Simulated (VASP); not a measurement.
Input of a VASP 6.6.1 run:

The input INCAR:

```
PREC = Accurate
ENCUT = 600
EDIFF = 1E-6
ISMEAR = -1
SIGMA = 0.05
LREAL = False
LASPH = True
NELM = 100
ALGO = Fast
ISIF = 3
LWAVE = False
LCHARG = False
GGA = PE
IBRION = 2
NSW = 40
EDIFFG = -0.005
```

The input KPOINTS:

```
Automatic mesh
0
Gamma
  11 11 11
```

File POSCAR:

```
Ag
1.0
   -1.6556540000      1.6556540000      1.6556540000
    1.6556540000     -1.6556540000      1.6556540000
    1.6556540000      1.6556540000     -1.6556540000
Ag
1
Direct
    0.0000000000      0.0000000000      0.0000000000
```

Potentials or basis: VASP PAW PBE potentials, release 64 (Ag).

The run is started by

```console
$ cat potpaw_PBE.64/Ag/POTCAR > POTCAR
$ mpirun -np 1 vasp_std > vasp.out
```

(1) Predict the relaxed cell.

(2) What does it give for the band gap on the k mesh?

(3) Predict the relaxed volume.

## Answers

(1) a = 2.857 Å, b = 2.857 Å, c = 2.857 Å, α = 109.47°, β = 109.47°, γ = 109.47°.

(2) none (metal or under the smearing width).

(3) 17.96 Å³/atom.
